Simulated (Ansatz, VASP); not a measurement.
# Two plane-wave programs on MgB2

Contents of INCAR:

```
PREC     = Accurate       # precision mode
ENCUT    = 520            # plane-wave cutoff, eV
EDIFF    = 1E-7           # SCF threshold, eV
ISMEAR   = -1             # smearing method
SIGMA    = 0.05           # smearing width, eV
LREAL    = F              # projectors in reciprocal space
LASPH    = T              # aspherical terms in the spheres
NELM     = 100            # most SCF steps
ALGO     = Normal         # electronic algorithm
ISIF     = 2              # what is computed and relaxed
LWAVE    = F              # write WAVECAR
LCHARG   = F              # write CHGCAR
GGA      = PE             # functional
NBANDS   = 11             # bands
```

KPOINTS

```
Automatic mesh
0
Gamma
  10 10 8
```

The input POSCAR:

```
MgB2
1.0
    3.0850000000      0.0000000000      0.0000000000
   -1.5425000000      2.6716883707      0.0000000000
    0.0000000000      0.0000000000      3.5230000000
Mg B
1 2
Direct
    0.0000000000      0.0000000000      0.0000000000
    0.6666666667      0.3333333333      0.5000000000
    0.3333333333      0.6666666667      0.5000000000
```

File input.yaml:

```yaml
crystal:
  lattice:
    - [3.085, 0.0, 0.0]
    - [-1.5425, 2.6716883707, 0.0]
    - [0.0, 0.0, 3.523]
  atoms:
    - { symbol: Mg, position: [0.0, 0.0, 0.0] }
    - { symbol: B, position: [0.6666666667, 0.3333333333, 0.5] }
    - { symbol: B, position: [0.3333333333, 0.6666666667, 0.5] }
hamiltonian:
  xc: pbe
  pseudopotentials: { kind: paw }
kpoints:
  mp_grid: { grid: [10, 10, 8] }
scf:
  occupations: { method: fermi_dirac, width: 0.05 }
output:
  forces: true
  stress: true
  eigenvalues: true
  write_density: true
  write_potential: true
  elf: true
  volumetric_format: npy
```

Alike in both runs: task single point; functional PBE; k mesh 10 × 10 × 8; occupations fermi-dirac, width 0.05 eV; no spin polarisation.

|  | VASP | Ansatz |
| --- | --- | --- |
| version | VASP 6.6.1 | Ansatz 0.2.0 |
| potentials or method | VASP PAW PBE potentials, release 64 (Mg, B) | Ansatz PAW |
| plane-wave cutoff (eV) | 520 | 420 |
| valence electrons in the cell | 8 | 16 |

```csv
,VASP,Ansatz,Ansatz less VASP
gap on the k mesh at the Fermi level (eV),none,none,-
pressure (GPa),-1.2,-0.9,+0.26
largest component of the traceless stress (GPa),0.11,0.01,-0.099
```

A gap of «none» marks a metal or a gap that the smearing closes. The two sets of potentials don't hold the same shells in valence.
